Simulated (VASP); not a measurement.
# B (P6/mmm) in VASP: further runs

One crystal, B, is run at these levels: PBE+D3(BJ); tasks: single point.

Program: VASP 6.6.1. These are calculated values, not measurements. Logs are shortened: lines on timing, memory, paths and dates and some standing lists are left out, and cuts for length are marked.

## (1) The structure

It takes space group P6/mmm (No. 191, hexagonal). Conventional cell: a = 1.702 Å, b = 1.702 Å, c = 3.635 Å, α = 90.00°, β = 90.00°, γ = 120.00°. Around B (site symmetry 6/mmm) lie 6 B at 1.70 Å.

This isn't the form of B at room conditions, which is rhombohedral.

## (2) Single point, PBE+D3(BJ)

The input, INCAR:

```
  PREC = Accurate
  ENCUT = 520
  EDIFF = 1E-6
  ISMEAR = 0
  SIGMA = 0.15
  LREAL = F
  LASPH = T
  NELM = 60
  ALGO = Normal
  ISIF = 2
  LWAVE = F
  LCHARG = T
  GGA = PE
  IVDW = 12
  LELF = T
  LVHAR = T
  NBANDS = 8
```

The input, KPOINTS:

```
regular mesh
0
Gamma
  36 36 14
```

The input, POSCAR:

```
B
1.0
    1.7024335758      0.0000000000      0.0000000000
   -0.8512167879      1.4743507249      0.0000000000
    0.0000000000      0.0000000000      3.6354228500
B
1
Direct
    0.0000000000      0.0000000000      0.0000000000
```

Potentials or basis: VASP PAW PBE potentials, release 64 (B).

Run with:

```bash
cat potpaw_PBE.64/B/POTCAR > POTCAR
mpirun -np 1 vasp_std > vasp.out
```

OUTCAR:

```text
PREC = Accurate
   ENCUT = 520
   EDIFF = 1E-6
   ISMEAR = 0
   LREAL = F
   LASPH = T
   NELM = 60
   ISIF = 2
   GGA = PE
   IVDW = 12
 IVDW          = 12

 ion  position               nearest neighbor table
   1  0.000  0.000  0.000-

  LATTYP: Found a hexagonal cell.
 ALAT       =     1.7024335758
 C/A-ratio  =     2.1354271331

  Lattice vectors:

 A1 = (   1.7024335758,   0.0000000000,   0.0000000000)
 A2 = (  -0.8512167879,   1.4743507249,   0.0000000000)
 A3 = (   0.0000000000,   0.0000000000,   3.6354228500)

Analysis of symmetry for initial positions (statically):
=====================================================================
 Subroutine PRICEL returns:
 Original cell was already a primitive cell.

 Routine SETGRP: Setting up the symmetry group for a
 hexagonal supercell.

 Subroutine GETGRP returns: Found 24 space group operations
 (whereof 24 operations were pure point group operations)
 out of a pool of 24 trial point group operations.

The static configuration has the point symmetry D_6h.

Analysis of symmetry for dynamics (positions and initial velocities):
=====================================================================
 Subroutine PRICEL returns:
 Original cell was already a primitive cell.

 Routine SETGRP: Setting up the symmetry group for a
 hexagonal supercell.

 Subroutine GETGRP returns: Found 24 space group operations
 (whereof 24 operations were pure point group operations)
 out of a pool of 24 trial point group operations.

The dynamic configuration has the point symmetry D_6h.

 Subroutine INISYM returns: Found 24 space group operations
 (whereof 24 operations are pure point group operations),
 and found     1 'primitive' translations

----------------------------------------------------------------------------------------

                                     Primitive cell

  volume of cell :       9.1249

  direct lattice vectors                    reciprocal lattice vectors
     1.702433576  0.000000000  0.000000000     0.587394430  0.339132332  0.000000000
    -0.851216788  1.474350725  0.000000000     0.000000000  0.678264665  0.000000000
     0.000000000  0.000000000  3.635422850     0.000000000  0.000000000  0.275071165

  length of vectors
     1.702433576  1.702433576  3.635422850     0.678264665  0.678264665  0.275071165

  position of ions in fractional coordinates (direct lattice)
     0.000000000  0.000000000  0.000000000

  ion indices of the primitive-cell ions
   primitive index   ion index
                 1           1

----------------------------------------------------------------------------------------

 KPOINTS: regular mesh

Automatic generation of k-mesh.
 Grid dimensions read from file:
 generate k-points for:   36   36   14

 Generating k-lattice:

  Cartesian coordinates                     Fractional coordinates (reciprocal lattice)
     0.016316512  0.009420343  0.000000000     0.027777778  0.000000000  0.000000000
     0.000000000  0.018840685  0.000000000     0.000000000  0.027777778  0.000000000
     0.000000000  0.000000000  0.019647940     0.000000000  0.000000000  0.071428571

  Length of vectors
     0.018840685  0.018840685  0.019647940

  Shift w.r.t. Gamma in fractional coordinates (k-lattice)
     0.000000000  0.000000000  0.000000000

 Subroutine IBZKPT returns following result:
 ===========================================

 Found   1016 irreducible k-points:

 Following reciprocal coordinates:
            Coordinates               Weight
  0.000000  0.000000  0.000000      1.000000
  0.027778 -0.000000  0.000000      6.000000
  0.055556 -0.000000  0.000000      6.000000
  0.083333 -0.000000  0.000000      6.000000
  0.111111 -0.000000  0.000000      6.000000
  0.138889 -0.000000  0.000000      6.000000
[... 16 lines left out ...]
  0.111111  0.027778  0.000000     12.000000
  0.138889  0.027778  0.000000     12.000000
 [... further k-points ...]
   k-points           NKPTS =   1016   k-points in BZ     NKDIM =   1016   number of bands    NBANDS=      8
   number of dos      NEDOS =    301   number of ions     NIONS =      1
   total plane-waves  NPLWV =   5488
   dimension x,y,z NGX =    14 NGY =   14 NGZ =   28
   dimension x,y,z NGXF=    28 NGYF=   28 NGZF=   56
   ions per type =               1
   NGX,Y,Z   is equivalent  to a cutoff of  13.67, 13.67, 12.80 a.u.
   NGXF,Y,Z  is equivalent  to a cutoff of  27.34, 27.34, 25.61 a.u.
 SYSTEM =  unknown system
   PREC   = accura    normal or accurate (medium, high low for compatibility)
   ISTART =      0    job   : 0-new  1-cont  2-samecut
   ICHARG =      2    charge: 1-file 2-atom 10-const
   ISPIN  =      1    spin polarized calculation?
   LNONCOLLINEAR =      F non collinear calculations
   LSORBIT =      F    spin-orbit coupling
   LASPH  =      T    aspherical Exc in radial PAW
   ENCUT  =  520.0 eV  38.22 Ry    6.18 a.u.   3.17  3.17  6.76*2*pi/ulx,y,z
   NELM   =     60;   NELMIN=  2; NELMDL= -5     # of ELM steps
   EDIFF  = 0.1E-05   stopping-criterion for ELM
   LREAL  =      F    real-space projection
   EDIFFG = 0.1E-04   stopping-criterion for IOM
   NSW    =      0    number of steps for IOM
   IBRION =     -1    ionic relax: 0-MD 1-quasi-New 2-CG
   NFREE  =      0    steps in history (QN), initial steepest desc. (CG)
   ISIF   =      2    stress and relaxation
   ISYM   =      2    0-nonsym 1-usesym 2-fastsym
   POTIM  = 0.5000    time-step for ionic-motion
   TEBEG  =    0.0;   TEEND  =   0.0 temperature during run
   PSTRESS=    0.0 pullay stress
   NELECT =       3.0000    total number of electrons
   NUPDOWN=      -1.0000    fix difference up-down
   EMIN   =  10.00;   EMAX   =-10.00  energy-range for DOS
   EFERMI =   0.00;   METHOD = LEGACY
   ISMEAR =     0;   SIGMA  =   0.15  broadening in eV -4-tet -1-fermi 0-gaus
   EFERMI_NEDOS =   21; number of points for ismear=-14 and -15
   IALGO  =     38    algorithm
   IMIX   =      4    mixing-type and parameters
     AMIX     =   0.40;   BMIX     =  1.00
     AMIX_MAG =   1.60;   BMIX_MAG =  1.00
  volume/ion in A,a.u.               =       9.12        61.58
  Fermi-wavevector in a.u.,A,eV,Ry     =   1.129900  2.135201 17.370199  1.276674
  Thomas-Fermi vector in A             =   2.266595
   LORBIT       =      0    0 simple, 1 ext, 2 COOP (PROOUT), +10 PAW based schemes
   GGA     = PE    functional components
   LHFCALC =     F    Hartree Fock is set to
   AEXX    =    0.0000 exact exchange contribution
   IVDW    =    12    specifies the selected vdW correction
   LEPSILON=     F    determine dielectric tensor
   LRPA    =     F    only Hartree local field effects (RPA)
 non-spin polarized calculation
 Gauss-broadening in eV      SIGMA  =   0.15
  energy-cutoff  :      520.00
  volume of cell :        9.12
 maximum number of plane-waves:       258
 NGX is ok and might be reduce to    14
   NGX =  7   NGY =  7   NGZ = 13

 number of electron       3.0000000 magnetization

 Free energy of the ion-electron system (eV)
  ---------------------------------------------------
  ext. energy  EPLUGINS =         0.00000000
  ---------------------------------------------------
  free energy    TOTEN  =        -5.99504657 eV

  energy without entropy =       -5.99273087  energy(sigma->0) =       -5.99388872

 E-fermi :   5.3233     XC(G=0): -10.1042

 val. band max:        5.3164218445   @ k =   0.2778   0.0833   0.0714
 cond. band min:       5.3343664796   @ k =   0.3611   0.2222   0.2143
 fundamental gap:      0.0179446350
 Fermi energy:         5.3233190987

 k-point     1 :       0.0000    0.0000    0.0000
  band No.  band energies     occupation
      1     -11.9430      2.00000
      2      -1.4689      2.00000
      3       7.6751      0.00000
      4      30.2429      0.00000
      5      30.2429      0.00000
      6      31.3632      0.00000
      7      37.2846      0.00000
      8      51.4822      0.00000

 k-point     2 :       0.0278   -0.0000    0.0000
  band No.  band energies     occupation
      1     -11.9072      2.00000
      2      -1.4181      2.00000
      3       7.7191      0.00000
      4      30.0405      0.00000
      5      30.1244      0.00000
      6      31.4018      0.00000
      7      37.4068      0.00000
      8      50.3328      0.00000

 k-point     3 :       0.0556   -0.0000    0.0000
  band No.  band energies     occupation
      1     -11.7997      2.00000
      2      -1.2657      2.00000
      3       7.8511      0.00000
      4      29.4596      0.00000
      5      29.7842      0.00000
      6      31.5162      0.00000
      7      37.7354      0.00000
      8      48.4671      0.00000

 k-point     4 :       0.0833   -0.0000    0.0000
  band No.  band energies     occupation
      1     -11.6209      2.00000
      2      -1.0120      2.00000
      3       8.0704      0.00000
      4      28.5562      0.00000
      5      29.2620      0.00000
      6      31.7021      0.00000
      7      38.1813      0.00000
      8      46.7880      0.00000

 k-point     5 :       0.1111   -0.0000    0.0000
  band No.  band energies     occupation
      1     -11.3711      2.00000
      2      -0.6572      2.00000
      3       8.3758      0.00000
      4      27.3850      0.00000
      5      28.6082      0.00000
      6      31.9507      0.00000
      7      38.6362      0.00000
      8      45.5053      0.00000

 k-point     6 :       0.1389   -0.0000    0.0000
  band No.  band energies     occupation
      1     -11.0510      2.00000
      2      -0.2020      2.00000
      3       8.7648      0.00000
      4      25.9964      0.00000
      5      27.8724      0.00000
      6      32.2462      0.00000
      7      38.9875      0.00000
      8      44.7263      0.00000

 k-point     7 :       0.1667    0.0000    0.0000
  band No.  band energies     occupation
      1     -10.6615      2.00000
      2       0.3528      2.00000
      3       9.2329      0.00000
      4      24.4447      0.00000
      5      27.0969      0.00000
      6      32.5590      0.00000
      7      39.1568      0.00000
      8      44.4922      0.00000
[... 133 lines left out ...]
 k-point    20 :       0.0278    0.0278    0.0000
  band No.  band energies     occupation
      1     -11.8356      2.00000
      2      -1.3165      2.00000
      3       7.8071      0.00000
      4      29.6677      0.00000
      5      29.8757      0.00000
      6      31.4783      0.00000
      7      37.6332      0.00000
      8      48.9627      0.00000

 k-point    21 :       0.0556    0.0278    0.0000
  band No.  band energies     occupation
      1     -11.6924      2.00000
      2      -1.1135      2.00000
      3       7.9828      0.00000
      4      28.9680      0.00000
      5      29.3988      0.00000
      6      31.6285      0.00000
      7      38.0286      0.00000
      8      47.3405      0.00000

 k-point    22 :       0.0833    0.0278    0.0000
  band No.  band energies     occupation
      1     -11.4781      2.00000
      2      -0.8092      2.00000
      3       8.2453      0.00000
      4      27.9662      0.00000
      5      28.7673      0.00000
      6      31.8461      0.00000
      7      38.5014      0.00000
      8      45.9407      0.00000

 k-point    23 :       0.1111    0.0278    0.0000
  band No.  band energies     occupation
      1     -11.1931      2.00000
      2      -0.4042      2.00000
      3       8.5928      0.00000
      4      26.7024      0.00000
      5      28.0447      0.00000
      6      32.1191      0.00000
      7      38.9435      0.00000
      8      44.9462      0.00000

 k-point    24 :       0.1389    0.0278    0.0000
  band No.  band energies     occupation
      1     -10.8381      2.00000
      2       0.1009      2.00000
      3       9.0221      0.00000
      4      25.2318      0.00000
      5      27.2771      0.00000
      6      32.4259      0.00000
      7      39.2459      0.00000
      8      44.4568      0.00000

 [... further k-points ...]

------------------------ aborting loop because EDIFF is reached ----------------------------------------

 Edisp (eV)   -0.15802

 E8    (eV) :    -0.0517

  FORCE on cell =-STRESS in cart. coord.  units (eV):
  Direction    XX          YY          ZZ          XY          YZ          ZX
  --------------------------------------------------------------------------------------
  -------------------------------------------------------------------------------------
  Total       0.09313     0.09313    -0.12162     0.00000     0.00000     0.00000
  in kB      16.35299    16.35299   -21.35513     0.00000     0.00000     0.00000
  external pressure =        3.78 kB  Pullay stress =        0.00 kB

 VOLUME and BASIS-vectors are now :
 -----------------------------------------------------------------------------
  energy-cutoff  :      520.00
  volume of cell :        9.12
      direct lattice vectors                 reciprocal lattice vectors
     1.702433576  0.000000000  0.000000000     0.587394430  0.339132332  0.000000000
    -0.851216788  1.474350725  0.000000000     0.000000000  0.678264665  0.000000000
     0.000000000  0.000000000  3.635422850     0.000000000  0.000000000  0.275071165

 POSITION                                       TOTAL-FORCE (eV/Angst)
 -----------------------------------------------------------------------------------
      0.00000      0.00000      0.00000        -0.000000      0.000000      0.000000
 -----------------------------------------------------------------------------------
    total drift:                               -0.000000     -0.000000     -0.000000

  FREE ENERGIE OF THE ION-ELECTRON SYSTEM (eV)
  ---------------------------------------------------
  free  energy   TOTEN  =        -6.1530651739 eV

  energy  without entropy=       -6.1507494668  energy(sigma->0) =       -6.15190732
```

Run time: 30 s. Hardware: 1 thread of Intel Xeon Platinum 8488C (Sapphire Rapids), shared host; peak memory 0.17 GiB.

What came out:

```
Free energy                : -6.1531 eV
Pressure                   : 0.4 GPa
Band gap on the k mesh     : none (metal or under the smearing width)
Dispersion energy per atom : -0.158 eV
```

Levels at points of the mesh, in eV from the Fermi level:
```tsv
k point	band 1	band 2	band 3	band 4	band 5
(0.00, 0.00, 0.00)	-17.27	-6.79	2.35	24.92	24.92
(0.50, 0.00, 0.00)	-8.88	1.14	6.27	14.48	16.13
(0.00, 0.00, 0.50)	-16.95	-8.68	9.03	13.73	24.93
(0.50, 0.00, 0.50)	-8.81	1.56	5.21	11.34	16.15
```

Caveat: pairwise dispersion overbinds metals, which lowers pressure and volume.

## (3) Single point, PBE+D3(BJ)

The input, INCAR:

```
PREC = Accurate
ENCUT = 520
EDIFF = 1E-7
ISMEAR = 0
SIGMA = 0.15
LREAL = False
LASPH = True
NELM = 60
ALGO = Normal
ISIF = 2
LWAVE = False
LCHARG = False
GGA = PE
IVDW = 12
NBANDS = 8
```

The input, KPOINTS:

```
Automatic mesh
0
Gamma
  33 33 14
```

POSCAR is that of step 2.

Potentials or basis: VASP PAW PBE potentials, release 64 (B).

Run with:

```bash
cat potpaw_PBE.64/B/POTCAR > POTCAR
mpirun -np 1 vasp_std > vasp.out
```

Wall time 27 s (1 thread of Intel Xeon Platinum 8488C (Sapphire Rapids), shared host); peak memory 0.16 GiB.

The run converged. Its results:

| Item | Value |
| --- | --- |
| Free energy | -6.1514 eV |
| Pressure | 0.2 GPa |
| Band gap on the k mesh | none (metal or under the smearing width) |
| Dispersion energy per atom | -0.158 eV |

Stress tensor (GPa, compression positive):
```
 1.33  0.00  0.00
 0.00  1.33  0.00
 0.00  0.00 -2.00
```

Levels at points of the mesh, in eV from the Fermi level:
```tsv
k point	band 1	band 2	band 3	band 4	band 5
(0.00, 0.00, 0.00)	-17.33	-6.84	2.31	24.86	24.86
(0.00, 0.00, 0.50)	-17.01	-8.73	8.99	13.69	24.86
```

Caveat: pairwise dispersion overbinds metals, which lowers pressure and volume.
